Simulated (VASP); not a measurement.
# BAs (F-43m) in VASP: a series of runs, part 2 of 2

VASP 6.6.1. Earlier steps stand in the parts before.

### 3 Single point, HSE06, non-collinear spin, zero start, spin-orbit coupling

The input, POSCAR:

```
BAs
1.0
    0.0000000000      2.3889000000      2.3889000000
    2.3889000000      0.0000000000      2.3889000000
    2.3889000000      2.3889000000      0.0000000000
B As
1 1
Direct
    0.0000000000      0.0000000000      0.0000000000
    0.2500000000      0.2500000000      0.2500000000
```

The input, INCAR.step1:

```
SYSTEM = BAs
  ALGO = Normal
  EDIFF = 1E-5
  ENCUT = 520
  GGA = PE
  GGA_COMPAT = .False.
  ISIF = 2
  ISMEAR = 0
  KPAR = 4
  LASPH = .True.
  LCHARG = .False.
  LORBIT = 11
  LREAL = .False.
  LSORBIT = .True.
  LWAVE = .True.
  MAGMOM = 0 0 0 0 0 0
  NELM = 100
  PREC = Accurate
  SIGMA = 0.02
```

The input, INCAR.step2:

```
SYSTEM = BAs
  ALGO = Normal
  EDIFF = 1E-7
  ENCUT = 520
  GGA = PE
  GGA_COMPAT = .False.
  HFSCREEN = 0.2
  ISIF = 2
  ISMEAR = 0
  ISTART = 1
  KPAR = 4
  LASPH = .True.
  LCHARG = .False.
  LHFCALC = .True.
  LORBIT = 11
  LREAL = .False.
  LSORBIT = .True.
  LWAVE = .False.
  MAGMOM = 0 0 0 0 0 0
  NELM = 100
  PREC = Accurate
  PRECFOCK = Fast
  SIGMA = 0.02
```

The input, KPOINTS:

```
k-points
0
Gamma
  5 5 5
  0 0 0
```

Potentials or basis: VASP PAW PBE potentials, release 64 (B, As).

Started as:

```sh
$ cat potpaw_PBE.64/B/POTCAR potpaw_PBE.64/As/POTCAR > POTCAR
$ cp INCAR.step1 INCAR
$ mpirun -np 4 vasp_ncl > vasp.out
$ cp INCAR.step2 INCAR
$ mpirun -np 4 vasp_ncl > vasp.out
```

OUTCAR:

```text
SYSTEM = BAs
   EDIFF = 1E-7
   ENCUT = 520
   GGA = PE
   HFSCREEN = 0.2
   ISIF = 2
   ISMEAR = 0
   ISTART = 1
   LASPH = .True.
   LHFCALC = .True.
   LORBIT = 11
   LREAL = .False.
   LSORBIT = .True.
   NELM = 100
   PREC = Accurate
   PRECFOCK = Fast

 ion  position               nearest neighbor table
   1  0.000  0.000  0.000-   2 2.07   2 2.07   2 2.07   2 2.07
   2  0.250  0.250  0.250-   1 2.07   1 2.07   1 2.07   1 2.07

  LATTYP: Found a face centered cubic cell.
 ALAT       =     4.7778000000

  Lattice vectors:

 A1 = (   0.0000000000,   2.3889000000,   2.3889000000)
 A2 = (   2.3889000000,   0.0000000000,   2.3889000000)
 A3 = (   2.3889000000,   2.3889000000,   0.0000000000)

Analysis of symmetry for initial positions (statically):
=====================================================================
 Subroutine PRICEL returns:
 Original cell was already a primitive cell.

 Routine SETGRP: Setting up the symmetry group for a
 face centered cubic supercell.

 Subroutine GETGRP returns: Found 24 space group operations
 (whereof 24 operations were pure point group operations)
 out of a pool of 48 trial point group operations.

The static configuration has the point symmetry T_d .

Analysis of symmetry for dynamics (positions and initial velocities):
=====================================================================
 Subroutine PRICEL returns:
 Original cell was already a primitive cell.

 Routine SETGRP: Setting up the symmetry group for a
 face centered cubic supercell.

 Subroutine GETGRP returns: Found 24 space group operations
 (whereof 24 operations were pure point group operations)
[... 453 lines left out ...]

 POSITION                                       TOTAL-FORCE (eV/Angst)
 -----------------------------------------------------------------------------------
      0.00000      0.00000      0.00000        -0.000000     -0.000000     -0.000000
      1.19445      1.19445      1.19445         0.000000      0.000000      0.000000
 -----------------------------------------------------------------------------------
    total drift:                                0.000000      0.000000      0.000000

  FREE ENERGIE OF THE ION-ELECTRON SYSTEM (eV)
  ---------------------------------------------------
  free  energy   TOTEN  =       -13.2506447805 eV

  energy  without entropy=      -13.2506447805  energy(sigma->0) =      -13.25064478

 Spin-Orbit-Coupling matrix elements

 Ion:    1  E_soc:     -0.0000059
 l=   1
     0.0000000    -0.0000010    -0.0000010
    -0.0000010     0.0000000    -0.0000010
    -0.0000010    -0.0000010     0.0000000
 l=   2
     0.0000000     0.0000000     0.0000000     0.0000000     0.0000000
     0.0000000     0.0000000     0.0000000     0.0000000     0.0000000
     0.0000000     0.0000000     0.0000000     0.0000000     0.0000000
     0.0000000     0.0000000     0.0000000     0.0000000     0.0000000
     0.0000000     0.0000000     0.0000000     0.0000000     0.0000000
 l=   3
     0.0000000     0.0000000     0.0000000     0.0000000     0.0000000     0.0000000     0.0000000
     0.0000000     0.0000000     0.0000000     0.0000000     0.0000000     0.0000000     0.0000000
     0.0000000     0.0000000     0.0000000     0.0000000     0.0000000     0.0000000     0.0000000
     0.0000000     0.0000000     0.0000000     0.0000000     0.0000000     0.0000000     0.0000000
     0.0000000     0.0000000     0.0000000     0.0000000     0.0000000     0.0000000     0.0000000
     0.0000000     0.0000000     0.0000000     0.0000000     0.0000000     0.0000000     0.0000000
     0.0000000     0.0000000     0.0000000     0.0000000     0.0000000     0.0000000     0.0000000

 Ion:    2  E_soc:     -0.0205087
 l=   1
     0.0000000    -0.0033892    -0.0033892
    -0.0033892     0.0000000    -0.0033892
    -0.0033892    -0.0033892     0.0000000
 l=   2
     0.0000000    -0.0000154     0.0000000    -0.0000154    -0.0000135
    -0.0000154     0.0000000    -0.0000102    -0.0000154    -0.0000034
     0.0000000    -0.0000102     0.0000000    -0.0000102     0.0000000
    -0.0000154    -0.0000154    -0.0000102     0.0000000    -0.0000034
    -0.0000135    -0.0000034     0.0000000    -0.0000034     0.0000000
 l=   3
     0.0000000     0.0000000     0.0000000     0.0000000     0.0000000     0.0000000     0.0000000
     0.0000000     0.0000000     0.0000000     0.0000000     0.0000000     0.0000000     0.0000000
     0.0000000     0.0000000     0.0000000     0.0000000     0.0000000     0.0000000     0.0000000
     0.0000000     0.0000000     0.0000000     0.0000000     0.0000000     0.0000000     0.0000000
     0.0000000     0.0000000     0.0000000     0.0000000     0.0000000     0.0000000     0.0000000
     0.0000000     0.0000000     0.0000000     0.0000000     0.0000000     0.0000000     0.0000000
     0.0000000     0.0000000     0.0000000     0.0000000     0.0000000     0.0000000     0.0000000

 total charge

# of ion       s       p       d       tot
------------------------------------------
    1        0.652   1.179   0.000   1.831
    2        1.184   1.704   0.092   2.980
--------------------------------------------------
tot          1.836   2.883   0.092   4.811

 magnetization (x)

# of ion       s       p       d       tot
------------------------------------------
    1        0.000  -0.000   0.000  -0.000
    2       -0.000  -0.000   0.000   0.000
--------------------------------------------------
tot          0.000  -0.000   0.000  -0.000

 magnetization (y)

# of ion       s       p       d       tot
------------------------------------------
    1       -0.000   0.000   0.000  -0.000
    2        0.000   0.000  -0.000  -0.000
--------------------------------------------------
tot         -0.000   0.000  -0.000  -0.000

 magnetization (z)

# of ion       s       p       d       tot
------------------------------------------
    1       -0.000  -0.000   0.000  -0.000
    2       -0.000   0.000  -0.000  -0.000
--------------------------------------------------
tot         -0.000  -0.000  -0.000  -0.000
```

OSZICAR.step1:

```text
N       E                     dE             d eps       ncg     rms          rms(c)
DAV:   1     0.191396249516E+02    0.19140E+02   -0.34025E+03   448   0.880E+02
DAV:   2    -0.106313088120E+02   -0.29771E+02   -0.27318E+02   640   0.147E+02
DAV:   3    -0.120057859794E+02   -0.13745E+01   -0.13668E+01   568   0.306E+01
DAV:   4    -0.120121978327E+02   -0.64119E-02   -0.64111E-02   496   0.243E+00
DAV:   5    -0.120122235666E+02   -0.25734E-04   -0.25734E-04   560   0.153E-01    0.495E+00
DAV:   6    -0.114260212962E+02    0.58620E+00   -0.60687E-01   520   0.709E+00    0.244E+00
DAV:   7    -0.113687240940E+02    0.57297E-01   -0.17148E-01   592   0.327E+00    0.979E-01
DAV:   8    -0.113613223695E+02    0.74017E-02   -0.17825E-02   488   0.120E+00    0.121E-01
DAV:   9    -0.113612329057E+02    0.89464E-04   -0.10540E-03   512   0.324E-01    0.571E-02
DAV:  10    -0.113614002838E+02   -0.16738E-03   -0.26524E-04   536   0.129E-01    0.419E-02
DAV:  11    -0.113614293982E+02   -0.29114E-04   -0.26042E-05   528   0.445E-02    0.164E-02
DAV:  12    -0.113614298914E+02   -0.49328E-06   -0.30669E-06   344   0.173E-02
   1 F= -.11361430E+02 E0= -.11361430E+02  d E =-.388745E-23  mag=    -0.0000     0.0000     0.0000
```

It took 2.2 min on 4 MPI ranks of Intel Xeon Platinum 8488C (Sapphire Rapids), shared host; peak memory 0.33 GiB.

Results:

```yaml
Free_energy: -13.2506 eV
Pressure: -0.5 GPa
Net_moment: 0.00 μB per cell
Valence_electrons_inside_the_program's_atomic_spheres: B 1.83; As 2.98
```

Moments on the atoms (μB; x, y, z):
```
B   0.00 0.00 0.00
As  0.00 0.00 0.00
```

Caveat: the k mesh is coarse (spacing up to 0.46 Å⁻¹), so the values aren't converged, least of all with exact exchange; the PAW data sets were made with another functional, which shifts forces and pressure a little.
